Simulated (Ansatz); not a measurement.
Crystal: CuO.

```
Cu O
1.0
     0.00000   -2.11656   -2.11656
    -2.11656    0.00000   -2.11656
     2.11656    2.11656   -4.23312
Cu O
2 2
Direct
  0.50389 0.47699 0.48801
  0.00389 0.97699 0.98801
  0.74611 0.77301 0.76199
  0.24611 0.27301 0.26199
```

The cell comes from a database or a generator and needn't be the stable form of this composition.

The cell isn't the ideal one: all O atoms moved 0.2 Å in one direction.

Base run:

- Program: Ansatz 0.2.0
- Functional: PBE
- Potentials or basis: Ansatz PAW
- Cutoff: 420 eV (not typed: the program's choice for these potentials)
- k mesh: 10 × 10 × 6
- Occupations: fermi-dirac, width 0.05 eV
- Spin: no spin polarisation
- Hubbard terms: Cu d U = 8 eV

Its results: band gap on the k mesh none (metal or under the smearing width); pressure 10.7 GPa; largest force 1.410 eV/Å.

Task: After a change of settings the same cell gave: band gap on the k mesh none (metal or under the smearing width); pressure 7.5 GPa; largest force 1.318 eV/Å. Which change was it?
A. hubbard terms from Cu d U = 8 eV to none; hubbard projectors from ortho-atomic (the default) to none
B. hubbard terms from Cu d U = 8 eV to Cu d U = 4 eV
C. hubbard terms from Cu d U = 8 eV to Cu d U = 6 eV

Result: B.

Caveats: the run has no spin polarisation, though such a crystal can be magnetic; U without spin polarisation on a metal has little footing; forces of over 1 eV/Å show positions far from the minimum, so gaps and moduli don't describe the material at rest.
